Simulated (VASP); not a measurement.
The system is Sc.

```
Sc
1.0
     0.00000    2.16572    2.16572
     2.16572    0.00000    2.16572
     2.16572    2.16572    0.00000
Sc
1
Direct
  0.00000 0.00000 0.00000
```

This isn't the form of Sc at room conditions, which is hcp.

The cell isn't the ideal one: volume scaled by 0.88.

```yaml
Program: VASP 6.6.1
Task: relaxation of cell and atoms
Functional: B3LYP
Dispersion: D2
Potentials_or_basis: VASP PAW PBE potentials, release 64 (Sc_sv)
Cutoff: 600 eV
k_mesh: 5 × 5 × 5
Occupations: gaussian, width 0.1 eV
Spin: no spin polarisation
```

At the start: pressure 20.0 GPa; volume 20.32 Å³/atom.

Q: How do energy, volume and symmetry change on relaxing?

A: Over 4 steps the energy falls by 246.7 meV/atom and the volume is 24.67 Å³/atom (+21.4 %); space group Fm-3m (No. 225, to 0.05 Å).

The path:
```tsv
step	energy change (eV)	largest force (eV/Å)	pressure (GPa)	volume (Å³)
1	0.0000	0.0000	19.98	20.32
2	-0.1162	0.0000	-8.99	28.71
3	-0.2465	0.0000	-0.39	24.78
4	-0.2467	0.0000	-0.03	24.67
```

Final structure:
```
Sc
1.0
     0.00000    2.31050    2.31050
     2.31050    0.00000    2.31050
     2.31050    2.31050    0.00000
Sc
1
Direct
  0.00000 0.00000 0.00000
```

Caveat: the k mesh is coarse (spacing up to 0.50 Å⁻¹), so the values aren't converged, least of all with exact exchange; atom-pairwise D2, TS and ULG terms overbind metals; the PAW data sets were made with another functional, which shifts forces and pressure a little; pairwise dispersion overbinds metals, which lowers pressure and volume.
